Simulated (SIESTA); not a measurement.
Runs of SIESTA 5.4.2 on TiO2. The structure is orthorhombic, space group Imma (No. 74). The conventional cell has a = 5.946 Å, b = 6.575 Å, c = 6.575 Å, α = 90.00°, β = 90.00°, γ = 90.00°. Around Ti (site symmetry 2/m) lie 6 O at 1.96 to 2.00 Å. Around Ti (site symmetry mm2) lie 6 O at 1.94 to 2.00 Å. O (site symmetry m) has 3 Ti at 1.94 to 2.00 Å as nearest neighbours. Around O (site symmetry m) lie 3 Ti at 1.96 to 2.00 Å. The cell is a database's computed one.

```csv
task,potentials or basis,k mesh,mesh quality,gap on the mesh (eV),pressure (GPa),largest force (eV/Å)
single point,"PseudoDojo 0.4 standard (PBE files), DZP (energy shift 0.003 Ry; two zetas on semicore shells)",4 × 4 × 4,not flagged,1.73,1.7,0.02
band structure,"PseudoDojo 0.4 standard (PBE files), DZDP (energy shift 0.003 Ry; two zetas on semicore shells)",3 × 3 × 3,coarse,1.76,0.9,0.05
band structure,"PseudoDojo 0.4 standard (PBE files), SZP (energy shift 0.003 Ry)",3 × 3 × 3,coarse,1.55,(d),0.02
band structure,"PseudoDojo 0.4 standard (PBE files), DZP (energy shift 0.003 Ry; two zetas on semicore shells)",3 × 3 × 3,coarse,1.72,1.7,(c)
band structure,"PseudoDojo 0.4 standard (PBE files), DZ (energy shift 0.003 Ry; two zetas on semicore shells)",3 × 3 × 3,coarse,(b),(a),0.08
```

Alike in all rows: level PBE; no spin polarisation; cell as given; smearing fermi-dirac 0.05 eV; grid cutoff 800 Ry; energy shift 0.003 Ry.

Estimate the missing entries.

(a) 1.3; (b) 1.71; (c) 0.01; (d) 1.5.

Caveats: some runs use coarse meshes; the basis of atomic orbitals isn't converged, which shifts pressures, moduli and gaps; the basis has no polarisation orbitals (some runs).

A k mesh can miss the band edges.
